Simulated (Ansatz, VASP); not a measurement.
**Two plane-wave programs on BN**

```
B N
1.0
     0.00000    1.81351    1.81351
     1.81351    0.00000    1.81351
     1.81351    1.81351    0.00000
B N
1 1
Direct
  0.00000 0.00000 0.00000
  0.75000 0.75000 0.75000
```

Change from the starting cell: volume scaled by 1.01, PAW files.

Alike in both runs: task electric field gradients; functional LDA; k mesh 11 × 11 × 11; occupations fermi-dirac, width 0.02 eV; no spin polarisation.

|  | VASP | Ansatz |
| --- | --- | --- |
| version | VASP 6.6.1 | Ansatz 0.2.0 |
| potentials or method | VASP PAW LDA potentials, release 64 (B, N) | PAW with Ansatz's default frozen-core files, scalar-relativistic |
| plane-wave cutoff (eV) | 520 | 420 |
| valence electrons in the cell | 8 | 8 |

```csv
,VASP,Ansatz,Ansatz less VASP
gap on the k mesh at the Fermi level (eV),4.43,4.45,+0.017
pressure (GPa),-13.7,-14.5,-0.84
Vzz of the field gradient on the site that differs most (V/Å²),0.0,0.0,0.00
```

Caveats: an odd mesh through Γ misses points on the zone boundary, where band edges often lie.
